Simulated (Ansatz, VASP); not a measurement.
## HfC: VASP beside Ansatz

```xyz
2
Lattice="0.0000 2.3706 2.3706 2.3706 0.0000 2.3706 2.3706 2.3706 0.0000" Properties=species:S:1:pos:R:3 pbc="T T T"
Hf    2.3706    2.3706    2.3706
C     0.0000    0.0000    0.0000
```

Change from the starting cell: volume scaled by 1.06, PAW files.

Alike in both runs: task electric field gradients; functional PBE; k mesh 12 × 12 × 12; occupations fermi-dirac, width 0.05 eV; no spin polarisation.

|  | VASP | Ansatz |
| --- | --- | --- |
| version | VASP 6.6.1 | Ansatz 0.2.0 |
| potentials or method | VASP PAW PBE potentials, release 64 (Hf_pv, C) | PAW with Ansatz's default frozen-core files, scalar-relativistic |
| plane-wave cutoff (eV) | 520 | 420 |
| valence electrons in the cell | 14 | 30 |

```csv
,VASP,Ansatz,Ansatz less VASP
pressure (GPa),-12.8,-12.0,+0.78
Vzz of the field gradient on the site that differs most (V/Å²),0.0,0.0,0.00
```

The two sets of potentials don't hold the same shells in valence. Ansatz warned: «gradients_without_spin_orbit».

Spin-orbit coupling is left out, which matters for the levels of Hf.
